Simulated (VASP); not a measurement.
# Be (Fm-3m) in VASP: notebook, part 2 of 2

VASP 6.6.1. The steps go on from the part before.

**5. Single point, PBE (random cell by space group and Wyckoff sites (Fm-3m, No. 225))**

File INCAR:

```
PREC = Accurate ; ENCUT = 520
EDIFF = 1E-7 ; ISMEAR = 0
SIGMA = 0.1 ; LREAL = False
LASPH = True ; NELM = 60
ALGO = Fast ; ISIF = 2
LWAVE = False ; LCHARG = False
GGA = PE ; NBANDS = 10
```

File KPOINTS:

```
regular mesh
0
Gamma
  6 6 6
```

File POSCAR:

```
Be
1.0
    0.0000000000      2.4572259576      2.4572259576
    2.4572259576      0.0000000000      2.4572259576
    2.4572259576      2.4572259576      0.0000000000
Be
3
Direct
    0.2500000000      0.2500000000      0.2500000000
    0.7500000000      0.7500000000      0.7500000000
    0.5000000000      0.5000000000      0.5000000000
```

Potentials or basis: VASP PAW PBE potentials, release 64 (Be).

The run is started by

```console
> cat potpaw_PBE.64/Be/POTCAR > POTCAR
> mpirun -np 1 vasp_std > vasp.out
```

OUTCAR:

```text
PREC = Accurate
   ENCUT = 520
   EDIFF = 1E-7
   ISMEAR = 0
   LREAL = False
   LASPH = True
   NELM = 60
   ISIF = 2
   GGA = PE

 ion  position               nearest neighbor table
   1  0.250  0.250  0.250-   3 2.13   3 2.13   3 2.13   3 2.13
   2  0.750  0.750  0.750-   3 2.13   3 2.13   3 2.13   3 2.13
   3  0.500  0.500  0.500-   1 2.13   1 2.13   1 2.13   2 2.13   2 2.13   2 2.13   2 2.13   1 2.13

  LATTYP: Found a face centered cubic cell.
 ALAT       =     4.9144519152

  Lattice vectors:

 A1 = (   0.0000000000,   2.4572259576,   2.4572259576)
 A2 = (   2.4572259576,   0.0000000000,   2.4572259576)
 A3 = (   2.4572259576,   2.4572259576,   0.0000000000)

Analysis of symmetry for initial positions (statically):
=====================================================================
 Subroutine PRICEL returns:
 Original cell was already a primitive cell.

 Routine SETGRP: Setting up the symmetry group for a
 face centered cubic supercell.

 Subroutine GETGRP returns: Found 48 space group operations
 (whereof 48 operations were pure point group operations)
 out of a pool of 48 trial point group operations.

The static configuration has the point symmetry O_h .

Analysis of symmetry for dynamics (positions and initial velocities):
=====================================================================
 Subroutine PRICEL returns:
 Original cell was already a primitive cell.

 Routine SETGRP: Setting up the symmetry group for a
 face centered cubic supercell.

 Subroutine GETGRP returns: Found 48 space group operations
 (whereof 48 operations were pure point group operations)
 out of a pool of 48 trial point group operations.

The dynamic configuration has the point symmetry O_h .

 Subroutine INISYM returns: Found 48 space group operations
 (whereof 48 operations are pure point group operations),
 and found     1 'primitive' translations

----------------------------------------------------------------------------------------

                                     Primitive cell
[... 114 lines left out ...]
   LRPA    =     F    only Hartree local field effects (RPA)
 non-spin polarized calculation
 RMM-DIIS sequential band-by-band and
 Gauss-broadening in eV      SIGMA  =   0.10
  energy-cutoff  :      520.00
  volume of cell :       29.67
 maximum number of plane-waves:       821
 NGX is ok and might be reduce to    28
   NGX = 13   NGY = 13   NGZ = 13

 number of electron       6.0000000 magnetization

 Free energy of the ion-electron system (eV)
  ---------------------------------------------------
  ext. energy  EPLUGINS =         0.00000000
  ---------------------------------------------------
  free energy    TOTEN  =        -9.71625988 eV

  energy without entropy =       -9.70697391  energy(sigma->0) =       -9.71161689

 E-fermi :   3.9164     XC(G=0):  -9.7842

 val. band max:        3.8920674272   @ k =   0.5000   0.3333   0.1667
 cond. band min:       3.9177322705   @ k =  -0.3333   0.3333   0.0000
 fundamental gap:      0.0256648433
 Fermi energy:         3.9163921524

 k-point     1 :       0.0000    0.0000    0.0000
  band No.  band energies     occupation
      1      -4.8941      2.00000
      2       7.7452      0.00000
      3       7.7452      0.00000
      4       7.7452      0.00000
      5       8.6416      0.00000
      6       8.6416      0.00000
      7       8.6416      0.00000
      8      14.8295      0.00000
      9      14.8295      0.00000
     10      14.8295      0.00000
[... 183 lines left out ...]
 k-point    16 :      -0.3333    0.5000    0.1667
  band No.  band energies     occupation
      1       0.1193      2.00000
      2       0.5374      2.00000
      3       1.6039      2.00000
      4       1.7275      2.00000
      5       9.7058      0.00000
      6      10.9845      0.00000
      7      13.6405      0.00000
      8      16.2001      0.00000
      9      17.1675      0.00000
     10      18.5645      0.00000

------------------------ aborting loop because EDIFF is reached ----------------------------------------

  FORCE on cell =-STRESS in cart. coord.  units (eV):
  Direction    XX          YY          ZZ          XY          YZ          ZX
  --------------------------------------------------------------------------------------
  -------------------------------------------------------------------------------------
  Total        0.0294732      0.0294732      0.0294732     -0.0000000     -0.0000000      0.0000000
  in kB        1.5913748      1.5913748      1.5913748     -0.0000000     -0.0000000      0.0000000
  external PRESSURE =       1.5913748 kB  Pullay stress =       0.0000000 kB

 VOLUME and BASIS-vectors are now :
 -----------------------------------------------------------------------------
  energy-cutoff  :      520.00
  volume of cell :       29.67
      direct lattice vectors                 reciprocal lattice vectors
     0.000000000  2.457225958  2.457225958    -0.203481490  0.203481490  0.203481490
     2.457225958  0.000000000  2.457225958     0.203481490 -0.203481490  0.203481490
     2.457225958  2.457225958  0.000000000     0.203481490  0.203481490 -0.203481490

 POSITION                                       TOTAL-FORCE (eV/Angst)
 -----------------------------------------------------------------------------------
      1.22861      1.22861      1.22861        -0.000000     -0.000000     -0.000000
      3.68584      3.68584      3.68584         0.000000      0.000000      0.000000
      2.45723      2.45723      2.45723         0.000000     -0.000000      0.000000
 -----------------------------------------------------------------------------------
    total drift:                                0.000000      0.000000     -0.000000

  FREE ENERGIE OF THE ION-ELECTRON SYSTEM (eV)
  ---------------------------------------------------
  free  energy   TOTEN  =        -9.7162598788 eV

  energy  without entropy=       -9.7069739099  energy(sigma->0) =       -9.71161689
```

stdout:

```text
POSCAR found type information on POSCAR Be
 POSCAR found :  1 types and       3 ions
 scaLAPACK will be used
 LDA part: xc-table for (Slater+PW92), standard interpolation
 POSCAR, INCAR and KPOINTS ok, starting setup
 FFT: planning ... GRIDC
 FFT: planning ... GRID_SOFT
 FFT: planning ... GRID
 WAVECAR not read
 entering main loop
```

Wall time 3.9 s (1 thread of Intel Xeon 6975P-C (Granite Rapids), shared host); peak memory 0.14 GiB.

What came out:

```
Free energy            : -9.7163 eV
Pressure               : 0.2 GPa
Band gap on the k mesh : none (metal or under the smearing width)
```

Levels at points of the mesh, in eV from the Fermi level:
| k point | band 1 | band 2 | band 3 | band 4 | band 5 | band 6 | band 7 |
| --- | --- | --- | --- | --- | --- | --- | --- |
| (0.00, 0.00, 0.00) | -8.81 | 3.83 | 3.83 | 3.83 | 4.73 | 4.73 | 4.73 |
| (0.50, 0.00, 0.00) | -5.29 | -5.26 | 1.96 | 1.96 | 4.68 | 4.68 | 8.95 |
| (0.50, 0.50, 0.00) | -4.29 | -3.82 | -1.22 | -1.22 | 3.86 | 4.94 | 12.82 |

Caveat: the k mesh is coarse (spacing up to 0.37 Å⁻¹), so the values aren't converged.

**6. Relaxation of cell and atoms, PBE (random cell by space group and Wyckoff sites (Fm-3m, No. 225))**

File INCAR:

```
PREC = Accurate ; ENCUT = 600
EDIFF = 1E-6 ; ISMEAR = 0
SIGMA = 0.1 ; LREAL = F
LASPH = T ; NELM = 100
ALGO = Normal ; ISIF = 3
LWAVE = F ; LCHARG = F
GGA = PE ; IBRION = 2
NSW = 90 ; EDIFFG = -0.04
```

File KPOINTS:

```
Automatic mesh
0
Gamma
  6 6 6
```

File POSCAR:

```
Be
1.0
    0.0000000000      2.3752570000      2.3752570000
    2.3752570000      0.0000000000      2.3752570000
    2.3752570000      2.3752570000      0.0000000000
Be
3
Direct
    0.2500000000      0.2500000000      0.2500000000
    0.7500000000      0.7500000000      0.7500000000
    0.5000000000      0.5000000000      0.5000000000
```

Potentials or basis: VASP PAW PBE potentials, release 64 (Be).

The run is started by

```console
> cat potpaw_PBE.64/Be/POTCAR > POTCAR
> mpirun -np 1 vasp_std > vasp.out
```

Wall time 4.6 s (1 thread of Intel Xeon 6975P-C (Granite Rapids), shared host); peak memory 0.14 GiB.

It converged, with:

| Property | Result |
| --- | --- |
| Free energy | -9.7163 eV |
| Relaxed volume | 9.92 Å³/atom |
| Relaxed cell | a = 3.479 Å, b = 3.479 Å, c = 3.479 Å, α = 60.00°, β = 60.00°, γ = 60.00° |
| Space group after relaxing (to 0.05 Å) | Fm-3m (No. 225) |
| Energy gained by relaxing | 30.9 meV/atom |
| Ionic steps | 3 |
| Pressure after relaxing | -0.1 GPa |
| Band gap on the k mesh | none (metal or under the smearing width) |

The path:
```tsv
step	energy change (eV)	largest force (eV/Å)	pressure (GPa)	volume (Å³)
1	0.0000	0.0000	10.94	26.80
2	-0.0904	0.0000	1.52	29.24
3	-0.0926	0.0000	-0.11	29.76
```

Final structure:
```
Be
1.0
     0.00000    2.45975    2.45975
     2.45975    0.00000    2.45975
     2.45975    2.45975    0.00000
Be
3
Direct
  0.25000 0.25000 0.25000
  0.75000 0.75000 0.75000
  0.50000 0.50000 0.50000
```

Levels at points of the mesh, in eV from the Fermi level:
```tsv
k point	band 1	band 2	band 3	band 4	band 5	band 6
(0.00, 0.00, 0.00)	-8.80	3.82	3.82	3.82	4.72	4.72
(0.50, 0.00, 0.00)	-5.29	-5.25	1.96	1.96	4.67	4.67
(0.50, 0.50, 0.00)	-4.28	-3.82	-1.22	-1.22	3.84	4.93
```

Caveat: the k mesh is coarse (spacing up to 0.38 Å⁻¹), so the values aren't converged.

**7. The runs side by side**

```csv
task,cell,k mesh,cutoff (eV),mesh quality,gap on the mesh (eV),pressure (GPa)
single point,"random cell by space group and Wyckoff sites (Fm-3m, No. 225)",16 × 16 × 16,520,not flagged,none,0.1
relaxation of cell and atoms,"relaxed from: random cell by space group and Wyckoff sites (Fm-3m, No. 225)",16 × 16 × 16,600,not flagged,none,-0.1
single point,"random cell by space group and Wyckoff sites (Fm-3m, No. 225)",6 × 6 × 6,520,coarse,none,0.2
relaxation of cell and atoms,"relaxed from: random cell by space group and Wyckoff sites (Fm-3m, No. 225)",6 × 6 × 6,600,coarse,none,-0.1
```

Alike in all rows: level PBE; potentials or basis VASP PAW PBE potentials, release 64 (Be); no spin polarisation; smearing gaussian 0.1 eV.

Caveats: some runs use coarse meshes; the relaxation stopped at its first step, so nothing moved (some runs).

Total energies depend on the potentials used, so only differences within one code and one set of settings carry meaning.
